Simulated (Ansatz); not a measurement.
H interstitial in TaAs

The calculation used DFT PBEsol, scalar-relativistic, plane waves, PAW (Ansatz 0.2.0). (420 eV cutoff, 5×5×5 k-mesh, Gaussian smearing of 0.10 eV, no spin polarisation)

Host crystal, relaxed:

```xyz
4
Lattice="-1.7144 1.7144 5.7911 1.7144 -1.7144 5.7911 1.7144 1.7144 -5.7911" Properties=species:S:1:pos:R:3 pbc="T T T"
Ta    1.7144    0.0000    5.7948
Ta    0.0000    0.0000    8.6903
As    1.7144    0.0000    0.9531
As    0.0000    0.0000    3.8486
```

Supercell of 20 atoms, rows in host cell vectors: 2 1 3; -1 2 1; -1 -2 -2. Atoms relax at the host's cell, keeping the symmetry that the supercell leaves at the site. The cell is small, so energies carry finite-size errors of tenths of an eV. The host is a metal.

A cell with an odd number of electrons and no spin polarisation is a metal by construction and may be lower with spin. Spin–orbit coupling is left out, which can shift energies with elements as heavy as these.

Defect: H interstitial, charge 0.

Command:

```bash
ansatz run input.yaml --threads 4 --pin off --max-ram 10240MiB --backend cpu --events-out ev --progress --plain --runs-dir out
```

The input:

```yaml
crystal:
  lattice:
    - [3.4287004766, 6.8574009532, 0.0]
    - [6.8574009532, -3.4287004766, 0.0]
    - [-5.1430507149, -1.7143502383, -5.7911322123]
  atoms:
    - { symbol: Ta, position: [0.1996867461, 0.8996867461, 0.9993734921] }
    - { symbol: Ta, position: [0.3996867461, 0.2996867461, 0.9993734921] }
    - { symbol: Ta, position: [0.5996867461, 0.6996867461, 0.9993734921] }
    - { symbol: Ta, position: [0.7996867461, 0.0996867461, 0.9993734921] }
    - { symbol: Ta, position: [0.9996867461, 0.4996867461, 0.9993734921] }
    - { symbol: Ta, position: [0.2496867461, 0.2496867461, 0.4993734921] }
    - { symbol: Ta, position: [0.4496867461, 0.6496867461, 0.4993734921] }
    - { symbol: Ta, position: [0.6496867461, 0.0496867461, 0.4993734921] }
    - { symbol: Ta, position: [0.8496867461, 0.4496867461, 0.4993734921] }
    - { symbol: Ta, position: [0.0496867461, 0.8496867461, 0.4993734921] }
    - { symbol: As, position: [0.0177138339, 0.1177138339, 0.8354276679] }
    - { symbol: As, position: [0.2177138339, 0.5177138339, 0.8354276679] }
    - { symbol: As, position: [0.4177138339, 0.9177138339, 0.8354276679] }
    - { symbol: As, position: [0.6177138339, 0.3177138339, 0.8354276679] }
    - { symbol: As, position: [0.8177138339, 0.7177138339, 0.8354276679] }
    - { symbol: As, position: [0.6677138339, 0.6677138339, 0.3354276679] }
    - { symbol: As, position: [0.8677138339, 0.0677138339, 0.3354276679] }
    - { symbol: As, position: [0.0677138339, 0.4677138339, 0.3354276679] }
    - { symbol: As, position: [0.2677138339, 0.8677138339, 0.3354276679] }
    - { symbol: As, position: [0.4677138339, 0.2677138339, 0.3354276679] }
    - { symbol: H, position: [0.9285714286, 0.7857142857, 0.6785714286] }
basis:
  ecutwfc: 420
  xc_grid: 2
kpoints:
  mp_grid: { grid: [5, 5, 5], shift: [0.0, 0.0, 0.0] }
hamiltonian:
  xc: pbesol
scf:
  occupations: { method: gaussian, width: 0.1 }
output:
  forces: true
  stress: false
  eigenvalues: true
  write_density: true
  write_potential: true
  elf: true
  volumetric_format: npy
relax:
  adjacent_minimum: "off"
  f_tol: 0.025
  max_steps: 45
```

From the output:

```
Warning: RAYON_NUM_THREADS=4 ignored (pool sized by the plan → 4); use --threads N
Crystal: 21 atoms, lattice volume = 340.402 Å³
Basis set: ecut = 420 eV, 6719 PW (Γ), exchange–correlation on 108×108×108 points (8 copies of the dense FFT grid, shifted against one another)
Bands: 169, of which v1, the nominal top of the filled ones, is band 141 counted from 1 (140 counted from 0)
Symmetry: 1 space group operations
Space group: P1 (ITA 1), of the structure as read, at distance tolerance 7.0e-5 Å
k-points: 63 of 125 (time reversal used)
relax step   1: F+E_penalty+E_count = -146222.41451967 eV  Δ(F+E_penalty+E_count) = +0.000e0 eV  max|allowed force component| = 1.839e0 eV/Å  Δτ_max = 0.0000 Å
relax step   2: F+E_penalty+E_count = -146222.82667127 eV  Δ(F+E_penalty+E_count) = -4.122e-1 eV  max|allowed force component| = 1.233e0 eV/Å  Δτ_max = 0.1975 Å
relax step   3: F+E_penalty+E_count = -146223.03596688 eV  Δ(F+E_penalty+E_count) = -2.093e-1 eV  max|allowed force component| = 7.591e-1 eV/Å  Δτ_max = 0.1950 Å
relax step   4: F+E_penalty+E_count = -146223.15526523 eV  Δ(F+E_penalty+E_count) = -1.193e-1 eV  max|allowed force component| = 3.947e-1 eV/Å  Δτ_max = 0.1951 Å
relax step   5: F+E_penalty+E_count = -146223.20844347 eV  Δ(F+E_penalty+E_count) = -5.318e-2 eV  max|allowed force component| = 1.120e-1 eV/Å  Δτ_max = 0.2000 Å
relax step   6: F+E_penalty+E_count = -146223.21452844 eV  Δ(F+E_penalty+E_count) = -6.085e-3 eV  max|allowed force component| = 8.734e-3 eV/Å  Δτ_max = 0.0872 Å
relax step   7: F+E_penalty+E_count = -146223.21452928 eV  Δ(F+E_penalty+E_count) = -8.474e-7 eV  max|allowed force component| = 8.626e-3 eV/Å  Δτ_max = 0.0000 Å
SCF converged after 4 iterations
Free energy (F): -146223.214529 eV
E sigma→0 (E₀):  -146223.192054 eV
Fermi energy:    17.619240 eV
```

The relaxation gained 0.80 eV in 7 steps. Time: 9.3 min on 4 threads of Intel(R) Xeon(R) Platinum 8488C (Sapphire Rapids), with other jobs on the host, peak memory 3.2 GiB.